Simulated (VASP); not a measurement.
AlN:

```
CELL_PARAMETERS angstrom
3.11000 0.00000 0.00000
-1.55500 2.69334 0.00000
0.00000 0.00000 4.98000
ATOMIC_POSITIONS crystal
Al 0.33333 0.66667 0.00000
Al 0.66667 0.33333 0.50000
N 0.33333 0.66667 0.37700
N 0.66667 0.33333 0.87700
```

The cell was built by a generator and isn't the measured one.

```yaml
Program: VASP 6.6.1
Task: relaxation of cell and atoms
Functional: PBE
Potentials_or_basis: VASP PAW PBE potentials, release 64 (Al, N)
Cutoff: 520 eV
k_mesh: 8 × 8 × 5
Occupations: gaussian, width 0.03 eV
Spin: no spin polarisation
```

At the start: pressure 4.0 GPa; volume 10.43 Å³/atom.

Task: How do energy, volume and symmetry change on relaxing?

Result: Over 8 steps the energy falls by 4.3 meV/atom and the volume is 10.63 Å³/atom (+1.9 %); space group P6_3mc (No. 186, to 0.05 Å).

The path:
| step | energy change (eV) | largest force (eV/Å) | pressure (GPa) | volume (Å³) |
| --- | --- | --- | --- | --- |
| 1 | 0.0000 | 0.3291 | 4.01 | 41.71 |
| 2 | -0.0032 | 0.1966 | -3.33 | 43.31 |
| 3 | -0.0168 | 0.0232 | 0.03 | 42.53 |
| 4 | -0.0168 | 0.0287 | 0.08 | 42.51 |
| 5 | -0.0172 | 0.0278 | -0.06 | 42.54 |
| 6 | -0.0173 | 0.0274 | -0.14 | 42.55 |
| 7 | -0.0173 | 0.0139 | 0.07 | 42.51 |
| 8 | -0.0174 | 0.0008 | 0.00 | 42.52 |

Final structure:
```
CELL_PARAMETERS angstrom
3.12877 0.00000 0.00000
-1.56438 2.70959 0.00000
0.00000 0.00000 5.01571
ATOMIC_POSITIONS crystal
Al 0.33333 0.66667 0.99773
Al 0.66667 0.33333 0.49773
N 0.33333 0.66667 0.37927
N 0.66667 0.33333 0.87927
```
